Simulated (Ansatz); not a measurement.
A crystal relaxed with r2SCAN in the plane-wave code Ansatz has space group I-42d (No. 122) and a = 5.650 Å, c = 11.327 Å.

```tsv
atom	site	x	y	z
Zn	4a	0.0000	0.5000	0.2500
Xx	4b	0.5000	0.0000	0.2500
P	8d	0.2283	0.2500	0.1250
```

The r2SCAN gap is direct at Γ: 1.25 eV. HSE06 gives a direct gap of 1.68 eV at Γ. PBE gives a direct gap of 0.83 eV at Γ. Meshes: r2SCAN 6×6×6, HSE06 4×4×4, PBE 6×6×6.

Question: Which element is Xx?
A. Sn
B. Si
C. Hf
D. Zr

Answer: A. Xx is Sn: ZnSnP2 (I-42d) from a database structure. Zn is surrounded by 4 P at 2.38 Å; Sn is surrounded by 4 P at 2.52 Å; P is surrounded by 2 Zn at 2.38 Å and 2 Sn at 2.52 Å.

The values are computed, spin-unpolarised, and not measurements.

Spin-orbit coupling is left out, which matters wherever the heavy atoms make up the band edges.
